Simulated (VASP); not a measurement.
VASP 6.6.1, PBE single-point calculation, La$_{2}$O$_{3}$ (database structure)

INCAR

```
LWAVE = .FALSE.
NSW = 0
ISIF = 2
EDIFF = 1E-7
ISMEAR = -1
SIGMA = 0.02
PREC = Accurate
LCHARG = .TRUE.
ENCUT = 520
LASPH = .TRUE.
LREAL = .FALSE.
NELM = 120
LELF = .TRUE.
NBANDS = 28
GGA = PE
IBRION = -1
```

KPOINTS

```
KPOINTS created by Atomic Simulation Environment
0
Gamma
12 12 4
0 0 0
```

KPOINTS_OPT

```
special points
8
Reciprocal
0.0000000000 0.0000000000 0.0000000000 1
0.5000000000 0.0000000000 0.0000000000 1
0.3333333333 0.3333333333 0.0000000000 1
0.0000000000 0.0000000000 0.5000000000 1
0.5000000000 0.0000000000 0.5000000000 1
0.3333333333 0.3333333333 0.5000000000 1
0.0000000000 0.5000000000 0.5000000000 1
0.0000000000 0.5000000000 0.0000000000 1
```

POSCAR

```
La O
 1.0000000000000000
     3.9351015445483859    0.0000000000288283   -0.0000000000000000
    -1.9675507722991590    3.4078979040358703    0.0000000000000000
    -0.0000000000000000    0.0000000000000000    6.1262271529431249
 La  O
   2   3
Cartesian
  1.9675507722658703  1.1359659680311756  4.6182144657727271
 -0.0000000000166441  2.2719319360335226  1.5080126871703967
  1.9675507722658703  1.1359659680311756  2.1679878011496605
 -0.0000000000166441  2.2719319360335226  3.9582393517934644
 -0.0000000000000000  0.0000000000000000 -0.0000000000000000
```

VASP ran with the recommended PBE PAW datasets (40 valence electrons in the cell).

Command

```
mpirun -np 1 vasp_std
```

From OUTCAR

```
k-points           NKPTS =     69   k-points in BZ     NKDIM =     69   number of bands    NBANDS=     28

   NELECT =      40.0000    total number of electrons

   dimension x,y,z NGX =    30 NGY =   30 NGZ =   48
   dimension x,y,z NGXF=    60 NGYF=   60 NGZF=   96

  energy-cutoff  :      520.00
  volume of cell :       82.16
      direct lattice vectors                 reciprocal lattice vectors
     3.935101545  0.000000000  0.000000000     0.254123048  0.146718010  0.000000000
    -1.967550772  3.407897904  0.000000000    -0.000000000  0.293436021  0.000000000
     0.000000000  0.000000000  6.126227153     0.000000000  0.000000000  0.163232602

 k-points in reciprocal lattice and weights: KPOINTS created by Atomic Simulation Env
   0.00000000  0.00000000  0.00000000       0.002
   0.08333333  0.00000000  0.00000000       0.010
   0.16666667  0.00000000  0.00000000       0.010
   0.25000000  0.00000000  0.00000000       0.010
   0.33333333  0.00000000  0.00000000       0.010
   0.41666667  0.00000000  0.00000000       0.010
   0.50000000  0.00000000  0.00000000       0.005
   0.08333333  0.08333333  0.00000000       0.010
   ...

 E-fermi :   6.4055

 k-point     1 :       0.0000    0.0000    0.0000
  band No.  band energies     occupation
      1     -23.9018      2.00000
      2     -23.6642      2.00000
      3     -10.9838      2.00000
      4      -9.7406      2.00000
      5      -9.3003      2.00000
      6      -7.3680      2.00000
      7      -7.3680      2.00000
      8      -7.1396      2.00000
      9      -7.1396      2.00000
     10      -7.0471      2.00000
     11      -6.3024      2.00000
     12       3.5746      2.00000
     13       3.5746      2.00000
     14       3.7541      2.00000
     15       3.7541      2.00000
     16       3.8675      2.00000
     17       4.2901      2.00000
     18       5.5621      2.00000
     19       5.5621      2.00000
     20       5.8263      2.00000
     21      10.2397      0.00000
     22      10.5237      0.00000
     23      10.5237      0.00000
     24      11.0747      0.00000
     25      11.2811      0.00000
     26      11.2811      0.00000
     27      11.2861      0.00000
     28      11.5081      0.00000

 k-point     2 :       0.0833    0.0000    0.0000
  band No.  band energies     occupation
      1     -23.8899      2.00000
      2     -23.6592      2.00000
      3     -10.9814      2.00000
      4      -9.8763      2.00000
      5      -9.4050      2.00000
      6      -7.3967      2.00000
      7      -7.2571      2.00000
      8      -7.1481      2.00000
      9      -7.0622      2.00000
     10      -7.0539      2.00000
     11      -6.3034      2.00000
     12       3.6043      2.00000
     13       3.6490      2.00000
     14       3.6681      2.00000
     15       3.7997      2.00000
     16       3.8945      2.00000
     17       4.5094      2.00000
     18       5.4587      2.00000
     19       5.5546      2.00000
     20       5.7956      2.00000
     21      10.3155      0.00000
     22      10.5281      0.00000
     23      10.5738      0.00000
     24      11.0823      0.00000
     25      11.2374      0.00000
     26      11.2650      0.00000
     27      11.3487      0.00000
     28      11.5130      0.00000

 k-point     3 :       0.1667    0.0000    0.0000
  band No.  band energies     occupation
      1     -23.8565      2.00000
      2     -23.6462      2.00000
      3     -10.9948      2.00000
      4     -10.2010      2.00000
      5      -9.5995      2.00000
      6      -7.4700      2.00000
      7      -7.1749      2.00000
      8      -7.1190      2.00000
      9      -7.0724      2.00000
     10      -6.8961      2.00000
     11      -6.2154      2.00000
     12       3.4638      2.00000
     13       3.7986      2.00000
     14       3.9033      2.00000
     15       3.9744      2.00000
     16       3.9747      2.00000
     17       4.8318      2.00000
     18       5.2109      2.00000
     19       5.5468      2.00000
     20       5.7457      2.00000
     21      10.3144      0.00000
     22      10.5579      0.00000
     23      10.7034      0.00000
     24      11.1472      0.00000
     25      11.2245      0.00000
     26      11.2350      0.00000
     27      11.4051      0.00000
     28      11.4799      0.00000

 k-point     4 :       0.2500    0.0000    0.0000
  band No.  band energies     occupation
      1     -23.8084      2.00000
      2     -23.6302      2.00000
      3     -11.0651      2.00000
      4     -10.5831      2.00000
      5      -9.6951      2.00000
      6      -7.5623      2.00000
      7      -7.2976      2.00000
      8      -7.2165      2.00000
      9      -7.1073      2.00000
     10      -6.5615      2.00000
     11      -6.0111      2.00000
     12       3.4521      2.00000
     13       3.8972      2.00000
     14       4.0810      2.00000
     15       4.2174      2.00000
     16       4.3141      2.00000
     17       4.9701      2.00000
     18       5.0533      2.00000
     19       5.5628      2.00000
     20       5.7120      2.00000
     21      10.1344      0.00000
     22      10.6051      0.00000
     23      10.8644      0.00000
     24      11.1749      0.00000
     25      11.1857      0.00000
     26      11.2677      0.00000
     27      11.3889      0.00000
     28      11.4286      0.00000

 k-point     5 :       0.3333    0.0000    0.0000
  band No.  band energies     occupation
      1     -23.7556      2.00000
      2     -23.6179      2.00000
      3     -11.1829      2.00000
      4     -10.9242      2.00000
      5      -9.6365      2.00000
      6      -7.6482      2.00000
      7      -7.5878      2.00000
      8      -7.2610      2.00000
      9      -7.1558      2.00000
     10      -6.2280      2.00000
     11      -5.8338      2.00000
     12       3.5447      2.00000
     13       3.9453      2.00000
     14       4.1303      2.00000
     15       4.4540      2.00000
     16       4.7175      2.00000
     17       4.9973      2.00000
     18       5.1293      2.00000
     19       5.5918      2.00000
     20       5.6674      2.00000
     21       9.9556      0.00000
     22      10.6282      0.00000
     23      11.0097      0.00000
     24      11.1301      0.00000
     25      11.1756      0.00000
     26      11.2823      0.00000
     27      11.3539      0.00000
     28      11.3618      0.00000

 k-point     6 :       0.4167    0.0000    0.0000
  band No.  band energies     occupation
      1     -23.7112      2.00000
      2     -23.6142      2.00000
      3     -11.2772      2.00000
      4     -11.1650      2.00000
      5      -9.5033      2.00000
      6      -7.8600      2.00000
      7      -7.7080      2.00000
      8      -7.2947      2.00000
      9      -7.1894      2.00000
     10      -5.9694      2.00000
     11      -5.7562      2.00000
     12       3.6691      2.00000
     13       3.9588      2.00000
     14       4.0612      2.00000
     15       4.6210      2.00000
     16       5.0631      2.00000
     17       5.0870      2.00000
     18       5.2705      2.00000
     19       5.5777      2.00000
     20       5.6191      2.00000
     21       9.8352      0.00000
     22      10.6354      0.00000
     23      11.0903      0.00000
     24      11.1254      0.00000
     25      11.1367      0.00000
     26      11.2802      0.00000
     27      11.2903      0.00000
     28      11.3400      0.00000

 k-point     7 :       0.5000    0.0000    0.0000
  band No.  band energies     occupation
      1     -23.6921      2.00000
      2     -23.6155      2.00000
      3     -11.2926      2.00000
      4     -11.2708      2.00000
      5      -9.4307      2.00000
      6      -7.9782      2.00000
      7      -7.7293      2.00000
      8      -7.3071      2.00000
      9      -7.2015      2.00000
     10      -5.8389      2.00000
     11      -5.7710      2.00000
     12       3.7330      2.00000
     13       3.9599      2.00000
     14       4.0150      2.00000
     15       4.6695      2.00000
     16       5.1901      2.00000
     17       5.2095      2.00000
     18       5.2838      2.00000
     19       5.5186      2.00000
     20       5.6435      2.00000
     21       9.7893      0.00000
     22      10.6356      0.00000
     23      11.0819      0.00000
     24      11.1146      0.00000
     25      11.1805      0.00000
     26      11.2400      0.00000
     27      11.2771      0.00000
     28      11.3368      0.00000

 ...

  Total        0.4594880      0.4594880      0.6281299     -0.0000000     -0.0000000     -0.0000000
  in kB        8.9608484      8.9608484     12.2496716     -0.0000000     -0.0000000     -0.0000000
  external PRESSURE =      10.0571228 kB  Pullay stress =       0.0000000 kB

 POSITION                                       TOTAL-FORCE (eV/Angst)
 -----------------------------------------------------------------------------------
      1.96755      1.13597      4.61821         0.000000      0.000000     -0.037597
     -0.00000      2.27193      1.50801        -0.000000      0.000000      0.037597
      1.96755      1.13597      2.16799         0.000000     -0.000000     -0.004078
     -0.00000      2.27193      3.95824        -0.000000     -0.000000      0.004078
      0.00000      0.00000      0.00000         0.000000      0.000000      0.000000
 -----------------------------------------------------------------------------------
    total drift:                               -0.000000     -0.000000     -0.000000

  FREE ENERGIE OF THE ION-ELECTRON SYSTEM (eV)
  ---------------------------------------------------
  free  energy   TOTEN  =       -41.8209614291 eV

  energy  without entropy=      -41.8209614291  energy(sigma->0) =      -41.82096143
```

| Item | Value |
| --- | --- |
| gap between bands v and c | 3.86 eV |
| least direct gap | 3.98 eV |
| pressure | 1.0 GPa |
| largest force | 0.04 eV/Å |

Band v is the last that the valence electrons fill when counted band by band, and c is the next.

The run took about 4.6 min on one core of a shared host (Intel Xeon Platinum 8488C) and held 0.35 GiB at most.
